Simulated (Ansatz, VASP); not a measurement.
## KI: VASP beside Ansatz

INCAR

```
SYSTEM = KI
PREC = Accurate ; ENCUT = 520
EDIFF = 1E-7 ; ISMEAR = -1
SIGMA = 0.05 ; LREAL = .False.
LASPH = .True. ; NELM = 100
ALGO = Normal ; ISIF = 2
LWAVE = .False. ; LCHARG = .False.
GGA = PS ; NBANDS = 15
```

KPOINTS

```
Automatic mesh
0
Gamma
  7 7 7
  0 0 0
```

Contents of POSCAR:

```
KI
1.0
    0.0000000000      3.5561715428      3.5561715428
    3.5561715428      0.0000000000      3.5561715428
    3.5561715428      3.5561715428      0.0000000000
I K
1 1
Direct
    0.5000000000      0.5000000000      0.5000000000
    0.0000000000      0.0000000000      0.0000000000
```

input.yaml

```yaml
crystal:
  lattice:
    - [0.0, 3.5561715428, 3.5561715428]
    - [3.5561715428, 0.0, 3.5561715428]
    - [3.5561715428, 3.5561715428, 0.0]
  atoms:
    - { symbol: I, position: [0.5, 0.5, 0.5] }
    - { symbol: K, position: [0.0, 0.0, 0.0] }
hamiltonian:
  xc: pbesol
  pseudopotentials: { kind: paw }
kpoints:
  mp_grid: { grid: [7, 7, 7] }
scf:
  occupations: { method: fermi_dirac, width: 0.05 }
output:
  forces: true
  stress: true
  eigenvalues: true
```

Change from the starting cell: volume scaled by 1.02.

Alike in both runs: task single point; functional PBEsol; k mesh 7 × 7 × 7; occupations fermi-dirac, width 0.05 eV; no spin polarisation.

|  | VASP | Ansatz |
| --- | --- | --- |
| version | VASP 6.6.1 | Ansatz 0.2.0 |
| potentials or method | VASP PAW PBE potentials, release 64 (I, K_sv) | Ansatz PAW |
| plane-wave cutoff (eV) | 520 | 420 |
| valence electrons in the cell | 16 | 26 |

Ansatz gave:

* gap on the k mesh at the Fermi level (eV): 3.78
* least direct gap on the mesh (eV): 3.78
* pressure (GPa): -0.5

**Question.** Estimate VASP's values.

**Answer.** gap on the k mesh at the Fermi level (eV): 3.77; least direct gap on the mesh (eV): 3.77; pressure (GPa): -0.5.

The two sets of potentials don't hold the same shells in valence.

Caveats: spin-orbit coupling is left out, which moves the levels of the heavy elements; the PAW data sets were made with another functional, which shifts forces and pressure a little (VASP); an odd mesh through Γ misses points on the zone boundary, where band edges often lie (VASP); odd divisions of the mesh miss points on the zone boundary, where band edges often lie, so the gap on the mesh can be too wide (Ansatz); the PAW data sets come from PBE, with cores solved anew for the run's functional, which leaves a small shift of forces and pressure (Ansatz).
